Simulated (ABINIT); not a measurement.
The system is NbP.

```
Nb P
1.0
    -1.67492    1.67492    5.74011
     1.67492   -1.67492    5.74011
     1.67492    1.67492   -5.74011
Nb P
2 2
Direct
  0.24988 0.74988 0.50000
  0.49988 0.49988 0.00000
  0.83275 0.33275 0.50000
  0.08275 0.08275 0.00000
```

The cell is a database's computed one.

* Program: ABINIT 10.8.3 (patched build)
* Task: relaxation of cell and atoms
* Functional: PBEsol
* Potentials or basis: JTH PAW PBE v2.0
* Cutoff: 544 eV
* k mesh: 7 × 7 × 7
* Occupations: fermi-dirac, width 0.05 eV
* Spin: no spin polarisation

At the start: pressure -6.2 GPa; volume 16.10 Å³/atom.

Task: How do energy, volume and symmetry change on relaxing?

Result: Over 5 steps the energy falls by 10.5 meV/atom and the volume is 15.58 Å³/atom (-3.2 %); space group I4_1md (No. 109, to 0.05 Å).

Step by step:
| step | energy change (eV) | largest force (eV/Å) | pressure (GPa) | volume (Å³) |
| --- | --- | --- | --- | --- |
| 1 | 0.0000 | 0.0247 | -6.15 | 64.41 |
| 2 | -0.0334 | 0.0279 | -2.66 | 63.21 |
| 3 | -0.0409 | 0.0318 | 0.14 | 62.32 |
| 4 | -0.0412 | 0.0309 | 0.06 | 62.34 |
| 5 | -0.0418 | 0.0202 | -0.04 | 62.33 |

Final structure:
```
Nb P
1.0
    -1.66088    1.66088    5.64914
     1.66088   -1.66088    5.64914
     1.66088    1.66088   -5.64914
Nb P
2 2
Direct
  0.25014 0.75014 0.50000
  0.50014 0.50014 0.00000
  0.83249 0.33249 0.50000
  0.08249 0.08249 0.00000
```

Caveat: the PAW data sets were made with another functional, which shifts forces and pressure a little.
